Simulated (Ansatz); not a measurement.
# Li: the cost of one run

Method: DFT PBE, scalar-relativistic, in Ansatz 0.2.0.

## 1. Starting point

Symmetry: Fm-3m, No. 225, cubic system. Conventional cell: a = 4.404 Å, b = 4.404 Å, c = 4.404 Å, α = 90.00°, β = 90.00°, γ = 90.00°. Around Li (site symmetry m-3m) lie 12 Li at 3.11 Å.

Coordinates:

```xyz
1
Lattice="0.0000 2.2020 2.2020 2.2020 0.0000 2.2020 2.2020 2.2020 0.0000" Properties=species:S:1:pos:R:3 pbc="T T T"
Li    0.0000    0.0000    0.0000
```

## 2. The deformed structure

Space group Fm-3m before, I4/mmm after.

## 3. LAPW, all electrons

input.yaml

```yaml
crystal:
  lattice:
    - [0.0, 2.202, 2.24604]
    - [2.202, 0.0, 2.24604]
    - [2.202, 2.202, 0.0]
  atoms:
    - { symbol: Li, position: [0.0, 0.0, 0.0] }
kpoints:
  mp_grid: { grid: [13, 13, 13] }
  band_path:
    path:
      - [0.0, 0.0, 0.0]
      - [0.0, 0.5, 0.5]
      - [0.25, 0.75, 0.5]
      - [0.0, 0.5, 0.0]
      - [0.0, 0.0, 0.0]
      - [0.5, 0.5, 0.0]
      - [0.3701460977, 0.6298539023, 0.0]
      - [-0.3701460977, 0.3701460977, 0.0]
      - [0.0, 0.0, 0.0]
    npoints: 5
scf:
  occupations: { method: fermi_dirac, width: 0.08 }
hamiltonian:
  xc: pbe
  pseudopotentials: { kind: all_electron, lapw: { basis_error: 0.00025 } }
output:
  forces: true
  stress: true
  eigenvalues: true
```

Command:

```console
$ ansatz run input.yaml --threads 1 --pin off --max-ram 3072MiB --backend cpu --events-out ev --progress --plain --runs-dir out
```

**Question.** How long does this run take on 1 thread of Intel Xeon 6975P-C (Granite Rapids), shared host, and how much memory does it need?

About 1.7 s, with a peak of 0.25 GiB.
